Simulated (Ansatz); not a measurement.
# Al2O3 (Pnnm) in Ansatz: a series of runs, part 2 of 2

Ansatz 0.2.0. The steps go on from the part before.

**3. Relaxation of cell and atoms, PBEsol+D3(BJ)**

input.yaml reads:

```yaml
crystal:
  lattice:
    - [4.613777, 0.0, 0.0]
    - [0.0, 9.563279, 0.0]
    - [0.0, 0.0, 3.119862]
  atoms:
    - { symbol: Al, position: [0.982975, 0.824573, 0.0] }
    - { symbol: Al, position: [0.017025, 0.175427, 0.0] }
    - { symbol: Al, position: [0.482975, 0.675427, 0.5] }
    - { symbol: Al, position: [0.517025, 0.324573, 0.5] }
    - { symbol: O, position: [0.5, 0.5, 0.5] }
    - { symbol: O, position: [0.123635, 0.75305, 0.5] }
    - { symbol: O, position: [0.376365, 0.25305, 0.0] }
    - { symbol: O, position: [0.623635, 0.74695, 0.0] }
    - { symbol: O, position: [0.0, 0.0, 0.0] }
    - { symbol: O, position: [0.876365, 0.24695, 0.5] }
hamiltonian:
  xc: pbesol
  pseudopotentials: { kind: paw }
  dispersion: d3bj
kpoints:
  mp_grid: { grid: [6, 3, 9] }
scf:
  occupations: { method: fermi_dirac, width: 0.05 }
output:
  forces: true
  stress: true
  eigenvalues: true
  write_density: true
  write_potential: true
  elf: true
  volumetric_format: npy
relax:
  f_tol: 0.01
  max_steps: 40
  cell: { stress_tol: 0.05 }
```

Potentials or basis: Ansatz PAW.

On the command line:

```console
> ansatz run input.yaml --threads 4 --pin off --max-ram 11264MiB --backend cpu --events-out ev --progress --plain --runs-dir out
```

The log of the run:

```text
Warning: RAYON_NUM_THREADS=4 ignored (pool sized by the plan → 4); use --threads N
Engine: ansatz 0.2.0, aarch64-unknown-linux-gnu
Pseudopotentials: kind: paw
Pseudopotential: Al, paw, valence charge 3, recommended cutoff 420 eV (normal), Al.paw.azcp
Pseudopotential: O, paw, valence charge 6, recommended cutoff 420 eV (normal), O.paw.azcp
Functional definition: PBEsol
  exchange = pbesol_x
  correlation = pbesol_c
Crystal: 10 atoms, lattice volume = 137.657 Å³
Basis set: ecut = 420 eV, 2707 PW (Γ), exchange–correlation on 64×128×48 points (8 copies of the dense FFT grid, shifted against one another)
Bands: 34, of which v1, the nominal top of the filled ones, is band 24 counted from 1 (23 counted from 0)
Symmetry: 8 space group operations
Space group: Pnnm (ITA 58), of the structure as read, at distance tolerance 5.2e-5 Å
k-points: 40 of 162
Non-local potential: Al, projectors of the file, l = 0: 2, l = 1: 2, l = 2: 1
Non-local potential: O, projectors of the file, l = 0: 2, l = 1: 2, l = 2: 1
[... 248 lines left out ...]
--- Band table (eV; the first three rows and the last of 40) ---
  k-point 0: bands = ["-15.6383", "-15.5515", "-14.3545", "-14.3308", "-13.0246", "-12.8801", "-3.5380", "-2.8328", "-1.1093", "-0.9991", "-0.5986", "-0.5690", "-0.5156", "-0.5080", "-0.2664", "0.4126", "0.4209", "1.0601", "1.5078", "1.6313", "2.1467", "2.8105", "3.3801", "3.4437", "6.9054", "8.7505", "9.4611", "9.9568", "10.2838", "11.5293", "13.0930", "13.6394", "14.4251", "14.5450"]
  k-point 1: bands = ["-15.5595", "-15.4765", "-14.3363", "-14.3171", "-12.9940", "-12.8532", "-3.4273", "-2.7397", "-1.0917", "-1.0757", "-0.9107", "-0.6865", "-0.6506", "-0.5726", "-0.1865", "0.0764", "0.2526", "1.0612", "1.4628", "1.6010", "2.2094", "2.8212", "3.0740", "3.2088", "7.3862", "9.0524", "9.8202", "10.1158", "10.6093", "11.5628", "13.4597", "13.5454", "14.1798", "14.7526"]
  k-point 2: bands = ["-15.3396", "-15.2677", "-14.3049", "-14.2957", "-12.9129", "-12.7865", "-3.1296", "-2.4805", "-1.6315", "-1.5778", "-1.3760", "-0.9664", "-0.7783", "-0.5305", "-0.4805", "-0.0010", "0.0163", "1.0389", "1.3462", "1.5090", "2.3628", "2.4707", "2.6865", "2.8355", "8.4649", "9.6273", "10.1875", "10.9147", "11.0239", "11.5369", "13.5942", "13.7533", "14.2425", "15.1587"]
  k-point 39: bands = ["-14.5537", "-14.5537", "-14.5394", "-14.5394", "-12.6993", "-12.6993", "-3.3948", "-3.3948", "-3.1681", "-3.1681", "-0.8238", "-0.8238", "-0.7218", "-0.7218", "-0.1964", "-0.1964", "1.2309", "1.2309", "1.3354", "1.3354", "1.7592", "1.7592", "2.6049", "2.6049", "10.6246", "10.6246", "11.7127", "11.7127", "11.8621", "11.8621", "12.5756", "12.5756", "13.4755", "13.4755"]
--- Relaxed structure (14 steps of the walk, 13 accepted, 2 SCFs on fresh bases) ---
  F+E_penalty+E_count = -5478.41612247 eV   max|allowed force component| = 1.448e-3 eV/Å   (the final SCF, on the basis selected at the relaxed cell)
  cell:  # Å, volume = 128.8055 Å³
    - [4.509877452285553, 0.0, 0.0]
    - [0.0, 9.542990593490742, 0.0]
    - [0.0, 0.0, 2.9928507851064445]
  atoms:
    - { symbol: Al, position: [1.1237143417937598, 0.8344938538010082, 0.0] }
    - { symbol: Al, position: [-0.1237143417937602, 0.1655061461989919, 0.0] }
    - { symbol: Al, position: [0.6237143417937602, 0.665506146198992, 0.5] }
    - { symbol: Al, position: [0.37628565820623966, 0.3344938538010081, 0.5] }
    - { symbol: O, position: [0.5, 0.5, 0.5] }
    - { symbol: O, position: [0.31868285639150745, 0.787855832313579, 0.5] }
    - { symbol: O, position: [0.18131714360849246, 0.287855832313579, 0.0] }
    - { symbol: O, position: [0.8186828563915075, 0.7121441676864212, 0.0] }
    - { symbol: O, position: [2.476819078598124e-18, -2.0406849057461445e-20, 0.0] }
    - { symbol: O, position: [0.6813171436084924, 0.21214416768642116, 0.5] }
```

rho_z.tsv:

```text
# z_ang	rho[e/angstrom^3]
# format = ansatz-planar-average/11
# lattice	4.509877452	0.000000000	0.000000000
# lattice	0.000000000	9.542990593	0.000000000
# lattice	0.000000000	0.000000000	2.992850785
# sites	10
# site	13	5.067813973	7.963566997	0.000000000
# site	13	-0.557936521	1.579423596	0.000000000
# site	13	2.812875247	6.350918893	1.496425393
# site	13	1.697002206	3.192071700	1.496425393
# site	8	2.254938726	4.771495297	1.496425393
# site	8	1.437220628	7.518500797	1.496425393
# site	8	0.817718098	2.747005500	0.000000000
# site	8	3.692159355	6.795985093	0.000000000
# site	8	0.000000000	-0.000000000	0.000000000
# site	8	3.072656824	2.024489797	1.496425393
0.000000	5.394819e-1
0.124702	5.151248e-1
0.249404	4.493975e-1
0.374106	3.639374e-1
0.498808	2.870129e-1
0.623511	2.389027e-1
[... 16 lines left out ...]
2.743447	4.493975e-1
2.868149	5.151248e-1
```

It took 62 s on 4 threads of Arm Neoverse V1, shared host; peak memory 0.52 GiB.

What came out:

```yaml
Free_energy: -5478.4161 eV
Relaxed_volume: 12.88 Å³/atom
Relaxed_cell: a = 4.510 Å, b = 9.543 Å, c = 2.993 Å, α = 90.00°, β = 90.00°, γ = 90.00°
Space_group_after_relaxing_to_0.05_Å: Pnnm (No. 58)
Energy_gained_by_relaxing: 24.4 meV/atom
Ionic_steps: 15
Pressure_after_relaxing: 0.0 GPa
Band_gap_on_the_k_mesh: 3.46 eV, direct
```

Step by step:
```tsv
step	energy change (eV)	largest force (eV/Å)	volume (Å³)
1	0.0000	0.1733	137.66
2	-0.0866	0.1148	136.15
3	-0.1559	0.0852	134.63
4	-0.1720	0.0546	134.87
5	-0.1921	0.1742	136.26
6	-0.2047	0.2275	135.99
7	-0.2383	0.0452	133.51
8	-0.2534	0.1068	131.41
9	-0.2594	0.0280	130.42
10	-0.2609	0.0112	130.07
11	-0.2612	0.0005	130.00
12	-0.2428	0.0009	130.00
13	-0.2481	0.0092	128.80
14	-0.2481	0.0020	128.81
15	-0.2441	0.0019	128.81
```

Final structure:
```cif
data_structure
_symmetry_space_group_name_H-M 'P 1'
_symmetry_Int_Tables_number 1
_cell_length_a 4.5099
_cell_length_b 9.5430
_cell_length_c 2.9929
_cell_angle_alpha 90.000
_cell_angle_beta 90.000
_cell_angle_gamma 90.000
_cell_volume 128.81
loop_
_atom_site_label
_atom_site_type_symbol
_atom_site_fract_x
_atom_site_fract_y
_atom_site_fract_z
_atom_site_occupancy
Al1 Al 0.12371 0.83449 0.00000 1
Al2 Al 0.87629 0.16551 0.00000 1
Al3 Al 0.62371 0.66551 0.50000 1
Al4 Al 0.37629 0.33449 0.50000 1
O1 O 0.50000 0.50000 0.50000 1
O2 O 0.31868 0.78786 0.50000 1
O3 O 0.18132 0.28786 0.00000 1
O4 O 0.81868 0.71214 0.00000 1
O5 O 0.00000 0.00000 0.00000 1
O6 O 0.68132 0.21214 0.50000 1
```

Caveat: odd divisions of the mesh miss points on the zone boundary, where band edges often lie, so the gap on the mesh can be too wide; the plane-wave basis is chosen anew once the cell has moved, so the energies of steps on either side of that aren't comparable; the pressure holds a Pulay correction of +0.6 GPa for the finite cutoff; the PAW data sets come from PBE, with cores solved anew for the run's functional, which leaves a small shift of forces and pressure. A k mesh can miss the band edges.

**4. Single point, PBE**

Changes to input.yaml since step 3:

```diff
@@ -17,5 +17,4 @@
 hamiltonian:
-  xc: pbesol
+  xc: pbe
   pseudopotentials: { kind: paw }
-  dispersion: d3bj
 kpoints:
@@ -24,2 +23,4 @@
   occupations: { method: fermi_dirac, width: 0.05 }
+basis:
+  ecutwfc: "250 eV"
 output:
@@ -32,5 +33 @@
   volumetric_format: npy
-relax:
-  f_tol: 0.01
-  max_steps: 40
-  cell: { stress_tol: 0.05 }
```

On the command line:

```console
> ansatz run input.yaml --threads 4 --pin off --max-ram 11264MiB --backend cpu --events-out ev --progress --plain --runs-dir out
```

Run time: 2.3 s. Hardware: 4 threads of Arm Neoverse V1, shared host; peak memory 0.39 GiB.

Results (log left out):

* Free energy: -5557.1675 eV
* Pressure: 2.0 GPa
* Largest force: 0.163 eV/Å
* Band gap on the k mesh: 3.28 eV, direct

Forces on the atoms (eV/Å):
```
Al   0.018 -0.032  0.000
Al  -0.018  0.032  0.000
Al   0.018  0.032  0.000
Al  -0.018 -0.032  0.000
O    0.000  0.000  0.000
O    0.067 -0.149  0.000
O   -0.067 -0.149  0.000
O    0.067  0.149  0.000
O    0.000  0.000  0.000
O   -0.067  0.149  0.000
```

Stress tensor (GPa, compression positive):
```
2.38 0.00 0.00
0.00 3.41 0.00
0.00 0.00 0.23
```

Levels at points of the mesh, in eV from the valence-band top:
```
            k point  band 20  band 21  band 22  band 23  band 24  band 25  band 26  band 27  band 28  band 29
 (0.00, 0.00, 0.00)    -1.35    -1.09    -0.54    -0.01     0.00     3.28     4.85     6.11     6.85     6.97
(-0.50, 0.00, 0.00)    -2.34    -0.98    -0.98    -0.02    -0.02     5.85     5.85     6.42     6.42     7.84
```

Caveat: odd divisions of the mesh miss points on the zone boundary, where band edges often lie, so the gap on the mesh can be too wide; the pressure holds a Pulay correction of +59.6 GPa for the finite cutoff; the cutoff lies under the one recommended for these potentials.

**5. Summary**

```tsv
task	level	cell	k mesh	cutoff (eV)	target pressure (GPa)	gap on the mesh (eV)	pressure (GPa)
relaxation of cell and atoms	LDA	relaxed to 2 GPa	5 × 3 × 7	420	2	3.60	2.0
relaxation of cell and atoms	PBEsol+D3(BJ)	relaxed	6 × 3 × 9	420	-	3.46	0.0
single point	PBE	as given	6 × 3 × 9	250	-	3.28	2.0
```

Alike in all rows: potentials or basis Ansatz PAW; no spin polarisation; smearing fermi-dirac 0.05 eV.

Caveats: odd divisions of the mesh miss points on the zone boundary, where band edges often lie, so the gap on the mesh can be too wide; the plane-wave basis is chosen anew once the cell has moved, so the energies of steps on either side of that aren't comparable (some runs); the PAW data sets come from PBE, with cores solved anew for the run's functional, which leaves a small shift of forces and pressure (some runs); the pressure holds a Pulay correction of +59.6 GPa for the finite cutoff (some runs); the cutoff lies under the one recommended for these potentials (some runs).

Absolute energies hang on the potentials; compare differences alone.
